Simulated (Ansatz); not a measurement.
# Quasiparticle gap of Boron (R-3m, 12 atoms a cell), part 2 of 2

How far does one-shot GW move the PBE gap of Boron (R-3m, 12 atoms a cell)?

Ansatz 0.2.0; PBE, then G0W0 on it, plane waves, PAW. Known limits of the many-body steps: finite bands, screening cutoff and k mesh; no spin-orbit coupling in G0W0.

So far. Step 2 (Bands along the symmetry lines): Over mesh and path the gap is 1.445 eV, from k = (0.500, 0.500, 0.500) to k = (0.500, 0.000, 0.500). The least direct gap found is 1.837 eV, at k = (0.100, 0.100, 0.100).

In doubt: masses and optical values from hybrid runs of this build are listed as unsure (in some of the runs), which bears on the screening that GW takes from such a start.

### Step 3. The quasiparticle correction

G0W0 replaces the xc potential by a self-energy built once from the orbitals of the start. Levels are corrected in the window of bands that the input names, at points of the mesh.

This step: G0W0 on PBE, plane waves, PAW.

File input.yaml:

```yaml
crystal:
  lattice:
    - [2.45895, 1.4196754444, 4.1935]
    - [-2.45895, 1.4196754444, 4.1935]
    - [0.0, -2.8393508888, 4.1935]
  atoms:
    - { symbol: B, position: [0.01019, 0.65361, 0.01019] }
    - { symbol: B, position: [0.01019, 0.01019, 0.65361] }
    - { symbol: B, position: [0.65361, 0.01019, 0.01019] }
    - { symbol: B, position: [0.98981, 0.34639, 0.98981] }
    - { symbol: B, position: [0.34639, 0.98981, 0.98981] }
    - { symbol: B, position: [0.98981, 0.98981, 0.34639] }
    - { symbol: B, position: [0.22118, 0.6306, 0.22118] }
    - { symbol: B, position: [0.22118, 0.22118, 0.6306] }
    - { symbol: B, position: [0.6306, 0.22118, 0.22118] }
    - { symbol: B, position: [0.77882, 0.3694, 0.77882] }
    - { symbol: B, position: [0.3694, 0.77882, 0.77882] }
    - { symbol: B, position: [0.77882, 0.77882, 0.3694] }
kpoints:
  mp_grid: { grid: [4, 4, 4] }
hamiltonian:
  xc: pbe
scf:
  occupations: { method: fixed }
gw:
  n_empty_bands: 366
  ecut_chi: 150.0
  qp_bands: [v4, c4]
  qp_kpoints: band_edges
  screening: { model: contour_deformation }
```

Command:

```console
ansatz run input.yaml --threads 3 --pin off --max-ram 64512MiB --backend cuda --events-out ev --progress --plain --runs-dir out --devices 1 --max-vram 24GiB  # rebuilt from the run's record
```

Numbers of over 12 decimals in the logs are rounded to 6 here.

Output:

```text
GPUs: using 1 of 1 available (devices: 1).
[...]
GPU FFT provider: cuFFT
GPU libraries: cuBLAS 13.8.1, cuFFT 12.4.0, cuSOLVER 12.3.2
Crystal: 12 atoms, lattice volume = 87.835 Å³
Basis set: ecut = 420 eV, 1731 PW (Γ)
Bands: 30, of which v1, the nominal top of the filled ones, is band 18 counted from 1 (17 counted from 0)
Symmetry: 12 space group operations
[...]
k-points: 13 of 64
[...]
GPU buffer pool allocated for 46656 grid points (all kernels)
[...]
SCF iter   1: F=—  HF=-1870.961735 eV  |F-HF|=—  |Δ(HF+E_count)|=         —  Δρ=6.65e-3  dr2=3.58e-2  ethr=1.77e-3  ⟨swp⟩=4.5  Hψ=1822  notcnv=0  defer=125
[...]
SCF iter   6: F=-1870.952914 eV  HF=-1870.952914 eV  |F-HF|=8.15e-8  |Δ(HF+E_count)|=   7.66e-7  Δρ=1.43e-5  dr2=9.90e-8  ethr=2.78e-10  ⟨swp⟩=9.4  Hψ=2174  notcnv=0
SCF 1 converged in 6 iterations: F = -1870.952914 eV  dr2 = 9.90e-8
[...]
NSCF: frozen V_eff on 13 k-points, pencils in batches of 32, up to order 120
the band table was solved once the SCF had ended and its energy, with any forces and stress, was formed, with the checks that follow a solve (1663 applications of the Hamiltonian). They found nothing against the state; the energy, forces and stress were not computed again (output.eigenvalues in the input reference)
[...]
NSCF: frozen V_eff on 13 k-points
G₀W₀ screening: q 1/13
[... further progress lines ...]
[...]
SCF converged after 6 iterations
Free energy (F): -1870.952914 eV
[...]
Internal energy: -1870.952914 eV  (E = F + TS)
E sigma→0 (E₀):  -1870.952914 eV
Fermi energy:    8.969952 eV
[...]
--- Band table (eV; the first three rows and the last of 13) ---
  k-point 0: bands = [... 14 lower, 7.5989, 8.1023, 8.1023, 8.6120, 10.4680, 13.4430, 13.4430, 13.6629, ... 8 higher]
  k-point 1: bands = [... 14 lower, 6.6832, 6.8462, 7.4279, 8.2859, 10.9700, 12.2704, 12.8368, 13.8306, ... 8 higher]
  k-point 2: bands = [... 14 lower, 6.3050, 7.0400, 7.2837, 8.3444, 10.8947, 12.1126, 12.5712, 13.7722, ... 8 higher]
  k-point 12: bands = [... 14 lower, 6.0251, 7.1197, 7.1197, 8.9700, 11.5702, 11.7181, 11.7181, 13.8092, ... 8 higher]
--- G₀W₀: contour deformation, 7 samples at zero and on the imaginary axis and 2 off it, 64 q-points, 366 empty bands' worth ---
  eigenvalues of the whole cell's RPA ε∞ on this k-mesh (on a slab, of 1 + 4πα/V) = 7.4393, 10.3248, 10.3248; static W/v taken at q = 0 is 0.107253
  bands read: the sum over 384 bands ends inside a degenerate multiplet in 2 slots, whose members it reads at an even weight; the widest, k=0: bands 384 to 385 (counted from 1) at 1/2 each
  gw.qp_kpoints: band_edges: 13 of 13 stored k-points solved, in 1 pass; an edge of the gap read off the rows below is read off those points alone
    ik  band        ε_KS         Σx   Σc(E_QP)       V_xc       Z   E_QP_lin       E_QP  E_QP is
     0    15      7.5989   -15.1955     1.3837   -13.2764  0.7841     7.0610     7.0635  root
     0    16      8.1023   -17.1261     2.1488   -14.3811  0.7771     7.5023     7.5061  root
     0    17      8.1023   -17.1261     2.1488   -14.3811  0.7771     7.5023     7.5061  root
     0    18      8.6120   -15.4628     0.9117   -14.2037  0.7908     8.2638     8.2646  root
     0    19     10.4680    -8.1579    -3.7011   -11.9486  0.8049    10.5576    10.5575  root
     0    20     13.4430    -7.3105    -5.6938   -13.4240  0.7610    13.8659    13.8627  root
     0    21     13.4430    -7.3105    -5.6938   -13.4240  0.7610    13.8659    13.8627  root
     0    22     13.6629    -8.2612    -5.0999   -13.7613  0.7729    14.0633    14.0631  root
     1    15      6.6832   -17.1937     2.4858   -14.0500  0.7648     6.0188     6.0254  root
     1    16      6.8462   -16.2329     1.7049   -14.0517  0.7771     6.3675     6.3699  root
     1    17      7.4279   -16.4578     1.9400   -13.9532  0.7777     6.8598     6.8634  root
     1    18      8.2859   -16.9757     1.9914   -14.4169  0.7798     7.7153     7.7185  root
     1    19     10.9700    -7.7964    -4.2565   -12.2605  0.7956    11.1779    11.1776  root
     1    20     12.2704    -8.1132    -4.5676   -12.9621  0.7906    12.5525    12.5517  root
     1    21     12.8368    -7.9645    -5.1165   -13.4585  0.7763    13.2162    13.2143  root
     1    22     13.8306    -7.5296    -5.6279   -13.5344  0.7601    14.2093    14.2075  root
     2    15      6.3050   -15.6414     1.6939   -13.3908  0.7772     5.7450     5.7484  root
     2    16      7.0400   -16.5143     2.0666   -13.9012  0.7736     6.4900     6.4934  root
     2    17      7.2837   -15.6558     1.5070   -13.7050  0.7825     6.8382     6.8400  root
     2    18      8.3444   -17.1791     2.0702   -14.5228  0.7788     7.7549     7.7583  root
     2    19     10.8947    -9.0184    -3.9821   -13.2117  0.7921    11.1063    11.1059  root
     2    20     12.1126    -8.1344    -5.0882   -13.5344  0.7794    12.4255    12.4244  root
     2    21     12.5712    -7.7059    -4.8611   -12.9018  0.7852    12.9072    12.9060  root
     2    22     13.7722    -8.1164    -5.0390   -13.4286  0.7835    14.0462    14.0454  root
     3    15      6.7135   -16.7912     2.2291   -13.9578  0.7708     6.1044     6.1092  root
     3    16      6.8922   -16.8258     2.0560   -14.2064  0.7714     6.3250     6.3288  root
     3    17      7.0726   -16.7567     2.1131   -14.0811  0.7732     6.5060     6.5100  root
     3    18      7.5639   -16.8288     2.1025   -14.1390  0.7752     6.9726     6.9765  root
     3    19     11.3211    -7.7349    -4.4535   -12.4377  0.7920    11.5708    11.5703  root
     3    20     11.9890    -8.3400    -4.3772   -12.9829  0.7930    12.2554    12.2547  root
     3    21     12.8923    -7.9580    -5.2354   -13.5777  0.7727    13.2786    13.2765  root
     3    22     13.6216    -7.5027    -5.4753   -13.3411  0.7664    13.9866    13.9848  root
     4    15      6.5657   -16.3833     2.0741   -13.7629  0.7719     6.0157     6.0194  root
     4    16      6.8470   -16.5704     2.0926   -13.9097  0.7732     6.2750     6.2789  root
     4    17      7.0070   -16.1676     1.8765   -13.7794  0.7769     6.4924     6.4953  root
     4    18      7.6093   -17.0042     2.1647   -14.2483  0.7746     7.0141     7.0182  root
     4    19     10.6571    -8.5616    -4.2521   -13.0763  0.7940    10.9202    10.9197  root
     4    20     11.8792    -8.0772    -4.7347   -13.1233  0.7849    12.1915    12.1905  root
     4    21     12.1091    -7.9927    -4.8244   -13.1092  0.7842    12.4021    12.4012  root
     4    22     13.2341    -7.5970    -5.0552   -12.9865  0.7785    13.5699    13.5684  root
[...]
11    19     10.6561    -8.4854    -4.2759   -13.0297  0.7938    10.9252    10.9246  root
    11    20     11.6380    -8.1905    -4.6629   -13.1570  0.7875    11.9424    11.9415  root
    11    21     12.0169    -8.0231    -4.7758   -13.1038  0.7850    12.3227    12.3218  root
    11    22     12.7967    -7.8428    -4.8115   -12.9562  0.7866    13.0997    13.0986  root
    12    15      6.0251   -15.8503     1.9841   -13.3374  0.7720     5.4923     5.4962  root
    12    16      7.1197   -15.4994     1.4895   -13.5455  0.7826     6.6533     6.6552  root
    12    17      7.1197   -15.4994     1.4895   -13.5455  0.7826     6.6533     6.6552  root
    12    18      8.9700   -15.3623     0.7125   -14.3223  0.7927     8.6417     8.6424  root
    12    19     11.5702    -7.9081    -4.3681   -12.5866  0.7928    11.8814    11.8806  root
    12    20     11.7181    -8.5208    -4.3523   -13.1995  0.7911    12.0454    12.0445  root
    12    21     11.7181    -8.5208    -4.3523   -13.1995  0.7911    12.0454    12.0445  root
    12    22     13.8092    -7.3827    -5.9344   -13.7133  0.7513    14.2082    14.2054  root
```

It took 19 s on 1 × NVIDIA H100 80GB HBM3 (shared by 3 runs) with 3 threads of AMD EPYC 7R13 (Zen 3), shared host; peak memory 1.6 GiB.

Numbers from this step:

```yaml
bands_summed: 384
rpa_eps_infinity_on_this_mesh_eigenvalues: 7.439, 10.32, 10.32
plane_waves_in_the_screening_matrix: 345
q_points_in_the_mesh: 64
g0w0_gap_over_the_corrected_points: 1.915 eV
k_of_the_valence_top: -0.5, -0.5, -0.5
k_of_the_conduction_bottom: 0, 0, 0
starting_gap_on_the_mesh: 1.446 eV
z_at_the_valence_top: 0.7927
z_at_the_conduction_bottom: 0.8049
least_direct_g0w0_gap_over_the_corrected_points: 2.293 eV
```

Over all 13 irreducible mesh points the G0W0 gap is 1.915 eV, from k = (-0.500, -0.500, -0.500) to k = Γ. The PBE gap of this run on the mesh is 1.446 eV. Other states bound it: the two that bound the G0W0 gap lie 1.498 eV apart in PBE, so state for state the correction is 1.915 − 1.498 = +0.417 eV, while gap against gap it is 1.915 − 1.446 = +0.469 eV. The start of this run differs from the step before in mesh (6×6×6 and 4×4×4).

Labels follow the order of the start: v1 is the top filled band, c1 the lowest empty one; levels that stay degenerate share a row, the window can cut a multiplet, doubted levels are not marked in this list, bands outside the window were not corrected, and the list may be a part of the corrected levels. Levels before and after the correction, in eV, zero at the valence-band top of each column:

```csv
,conduction bottom,valence top
Kohn-Sham,1.45,0.00
G0W0,1.92,0.00
```

```csv
,level,occupation,energy (eV)
Kohn-Sham,Γ v3-v2,2,-0.868
Kohn-Sham,Γ v1,2,-0.358
Kohn-Sham,Γ c1,0,1.498
Kohn-Sham,Γ c2-c3,0,4.473
Kohn-Sham,(-0.5 -0.5 -0.5) v3-v2,2,-1.850
Kohn-Sham,(-0.5 -0.5 -0.5) v1,2,0.000
Kohn-Sham,(-0.5 -0.5 -0.5) c1,0,2.600
Kohn-Sham,(-0.5 -0.5 -0.5) c2-c3,0,2.748
G0W0,Γ v3-v2,2,-1.136
G0W0,Γ v1,2,-0.378
G0W0,Γ c1,0,1.915
G0W0,Γ c2-c3,0,5.220
G0W0,(-0.5 -0.5 -0.5) v3-v2,2,-1.987
G0W0,(-0.5 -0.5 -0.5) v1,2,0.000
G0W0,(-0.5 -0.5 -0.5) c1,0,3.238
G0W0,(-0.5 -0.5 -0.5) c2-c3,0,3.402
```

The parts of the quasiparticle energy for the two states that bound the G0W0 gap, in eV on the run's own scale (QP = start + Σx + Σc − Vxc, with Σc at the quasiparticle energy):

| edge | k | band | start | Σx | Σc | Vxc | Z | QP |
| --- | --- | --- | --- | --- | --- | --- | --- | --- |
| valence top | (-0.500, -0.500, -0.500) | 18 | 8.970 | −15.362 | 0.713 | −14.322 | 0.793 | 8.642 |
| conduction bottom | Γ | 19 | 10.468 | −8.158 | −3.701 | −11.949 | 0.805 | 10.557 |

### Step 4. The runs together

Each gap is the least one over the points named; times are wall times on shared hosts, not benchmarks. A G0W0 time includes the run's own self-consistent start. Rows marked * are further runs, not shown as steps, whose inputs differ from the G0W0 step on the same start in the columns given; solver thresholds can differ too. Symmetry makes (0.500, 0.500, 0.500) and (-0.500, -0.500, -0.500) one point.

```
    level   mesh       files, cutoff    bands summed, screening                          points  gap (eV)               valence top      conduction bottom  least direct gap (eV)   time
      PBE  6×6×6  soft_2 PAW, 420 eV                          -                   mesh and path     1.445     (0.500, 0.500, 0.500)  (0.500, 0.000, 0.500)                  1.837  5.1 s
G0W0@PBE*  4×4×4  soft_2 PAW, 420 eV                 147, 75 eV  all 13 irreducible mesh points     1.782  (-0.500, -0.500, -0.500)                      Γ                  2.172  6.9 s
 G0W0@PBE  4×4×4  soft_2 PAW, 420 eV                384, 150 eV  all 13 irreducible mesh points     1.915  (-0.500, -0.500, -0.500)                      Γ                  2.293   19 s
G0W0@PBE*  4×4×4  soft_2 PAW, 420 eV  384, 150 eV, plasmon pole  all 13 irreducible mesh points     1.895  (-0.500, -0.500, -0.500)                      Γ                  2.275   24 s
```

### Step 5. Summary of results

| Item | Value |
| --- | --- |
| PBE gap over mesh and path | 1.445 eV, from k = (0.500, 0.500, 0.500) to k = (0.500, 0.000, 0.500) |
| G0W0@PBE gap over all 13 irreducible mesh points | 1.915 eV, from k = (-0.500, -0.500, -0.500) to k = Γ |
| GW settings | 4×4×4 mesh, 366 empty bands, screening to 150 eV |
| known limits | finite bands, screening cutoff and k mesh; no spin-orbit coupling in G0W0 |

Over all 13 irreducible mesh points the G0W0 gap is 1.915 eV, from k = (-0.500, -0.500, -0.500) to k = Γ. The PBE gap of this run on the mesh is 1.446 eV. Other states bound it: the two that bound the G0W0 gap lie 1.498 eV apart in PBE, so state for state the correction is 1.915 − 1.498 = +0.417 eV, while gap against gap it is 1.915 − 1.446 = +0.469 eV. The valence state moves by 8.642 − 8.970 = −0.328 eV and the conduction state by 10.557 − 10.468 = +0.089 eV, on the run's own scale; with 147 bands the edge states move by +0.119 and +0.403 eV, so the split between the edges depends on the bands and cutoff. Both edges that PBE shows over mesh and path lie at k points where levels were corrected. G0W0 has the conduction bottom at another k point than that. Levels at other points were not corrected, so a lower G0W0 gap elsewhere in the zone is not ruled out. From 147 bands and 75 eV to 384 bands and 150 eV the gap moves by 1.915 − 1.782 = +0.133 eV; bands and screening cutoff rise together, so their parts are not told apart. Two runs can't test a law of convergence, so the limit is not known. With the plasmon pole model in place of the contour deformation model and all else as in the G0W0@PBE row with 384 bands, the gap differs by 1.895 − 1.915 = −0.020 eV. G0W0 on other starts in this series, not shown as steps and not all at these settings: 2.133 eV on HSE06 (4×4×4, soft_2 PAW, 384 bands, 150 eV) and 2.249 eV on PBE0 (4×4×4, soft_2 PAW, 384 bands, 150 eV). The G0W0 runs are scalar-relativistic. No pair of G0W0 runs that differ in the mesh alone is shown (4×4×4 is a supercell whose nearest images lie 20 Å apart), so the error from the mesh is not known here. G0W0 is shown with one set of atomic data (soft_2 PAW), so the error from the files is not known here.

[Paths, hosts, dates, memory and timing lines, banners, echoed tables and standing remarks are left out of the program output.]

[Logs are printed without paths, hosts, clocks, repeated set-up lines and the standing remarks that a program may print on its own settings, such as how far it seeks lower states.]

[Runs of the session that timed out or met a known fault of the program may be left out.]

[Cells called generated may have been cut or substituted from an entry of the Crystallography Open Database or the Materials Project.]

[Hosts, paths, dates, database ids (printed as entryN), source tags and the programs' standing remarks are cut or masked in the printed files.]

[Where an RPA ε∞ is given, it is that of the G0W0 mesh and is not shown converged in it. Names of k-points follow the symmetry that the program found, which can be lower than the space group named. Band edges on a path are those of the sampled points; other points can move an edge, and change direct to indirect where valleys lie close.]

[Hybrid gaps are those of their k-mesh and are not shown converged in it.]
